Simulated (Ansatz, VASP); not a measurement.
# SnO: VASP beside Ansatz

```xyz
4
Lattice="3.3604 0.0000 0.0000 -1.6802 2.9102 0.0000 0.0000 0.0000 9.2160" Properties=species:S:1:pos:R:3 pbc="T T T"
Sn    0.0000    1.9401    3.5033
Sn    1.6802    0.9701    8.1113
O     0.0000    1.9401    9.1516
O     1.6802    0.9701    4.5435
```

Alike in both runs: functional PBE; k mesh 9 × 9 × 4; occupations gaussian, width 0.02 eV; no spin polarisation.

Ansatz relaxed the structure, and its values are those at the end. VASP's run is a single point on that final structure, the one shown.

|  | VASP | Ansatz |
| --- | --- | --- |
| version | VASP 6.6.1 | Ansatz 0.2.0 |
| potentials or method | VASP PAW PBE potentials, release 64 (Sn_d, O) | scalar-relativistic, plane waves, PAW |
| plane-wave cutoff (eV) | 520 | 420 |
| valence electrons in the cell | 40 | 40 |

VASP gave:

```
gap on the k mesh at the Fermi level (eV) : 1.46
least direct gap on the mesh (eV)         : 1.85
pressure (GPa)                            : 0.2
rms of the force components (eV/Å)        : 0.034
```

Task: What did Ansatz give for the same quantities?

Result: gap on the k mesh at the Fermi level (eV): 1.49; least direct gap on the mesh (eV): 1.87; pressure (GPa): 0.0; rms of the force components (eV/Å): 0.001.

Caveats: spin-orbit coupling is left out, which moves the levels of the heavy elements; an odd mesh through Γ misses points on the zone boundary, where band edges often lie. A hybrid or GW would open this gap; PBE tends to underestimate it.
